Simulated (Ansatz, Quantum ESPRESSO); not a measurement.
**CuAl and the pressure, program beside program**

The cell as given:

```cif
data_structure
_symmetry_space_group_name_H-M 'P 1'
_symmetry_Int_Tables_number 1
_cell_length_a 2.9975
_cell_length_b 2.9975
_cell_length_c 2.9975
_cell_angle_alpha 90.000
_cell_angle_beta 90.000
_cell_angle_gamma 90.000
_cell_volume 26.93
loop_
_atom_site_label
_atom_site_type_symbol
_atom_site_fract_x
_atom_site_fract_y
_atom_site_fract_z
_atom_site_occupancy
Cu1 Cu 0.50000 0.50000 0.50000 1
Al1 Al 0.00000 0.00000 0.00000 1
```

The cell comes from a database or a generator and needn't be the stable form of this composition.

Kept alike: task relaxation of cell and atoms; functional PBEsol; k mesh 9 × 9 × 9; occupations fermi-dirac, width 0.05 eV; no spin polarisation. The mesh is that of the run's cell of 2 atoms. No spin-orbit coupling.

- A: Ansatz, all-electron LAPW, scalar-relativistic
- B: Quantum ESPRESSO, GBRV 1.5 PBEsol, cutoff 871 eV

| pressure (GPa) | A: volume (Å³/atom) | B: volume (Å³/atom) |
| --- | --- | --- |
| 0 | 12.929 | 12.934 |
| 5 | 12.470 | 12.470 |
| 10 | 12.091 | 12.088 |
| 20 | 11.482 | 11.478 |

Values hold for each row's relaxed cell, which stops near the pressure aimed at. The runs follow the start's structure, whether or not it is the stable one at these pressures.

**Question.** How large is the effect of the pressure, and do the programs agree on it?

**Answer.** From 0 to 20 GPa the volume moves by -1.447 in A, -1.456 in B (Å³/atom). Row by row the programs differ by 0.000 to 0.005, and over this span the shifts, as printed, agree within about 1 %.
